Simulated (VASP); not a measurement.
# NiSi₂: kinetic-energy density

NiSi₂, Fm-3m (no. 225), 3 atoms in the cell. PBE; PAW potentials Ni, Si (PBE set).

## Input

INCAR:
```
ALGO = Normal ; EDIFF = 1E-7
ENCUT = 520 ; ISIF = 2
ISMEAR = 0 ; ISPIN = 2
LASPH = True ; LCHARG = True
LMAXMIX = 4 ; LORBIT = 11
LREAL = False ; LTAU = True
LWAVE = False ; MAGMOM = 1 0 0
NELM = 100 ; PREC = Accurate
SIGMA = 0.02
```

KPOINTS:
```
k-points
0
Gamma
  7 7 7
```

POSCAR:
```
Si2Ni
1.0
    0.0000000000      2.7030000000      2.7030000000
    2.7030000000      0.0000000000      2.7030000000
    2.7030000000      2.7030000000      0.0000000000
Ni Si
1 2
Direct
    0.0000000000      0.0000000000      0.0000000000
    0.7500000000      0.7500000000      0.7500000000
    0.2500000000      0.2500000000      0.2500000000
```

Commands:
```
cat potpaw_PBE.64/Ni/POTCAR potpaw_PBE.64/Si/POTCAR > POTCAR
mpirun -np 1 vasp_std > vasp.out
```

## Result

- Kinetic energy of the pseudo orbitals (eV): 104.11

VASP 6.6.1 took 20 s on 1 core (Intel Xeon Platinum 8488C (Sapphire Rapids)), a shared host.
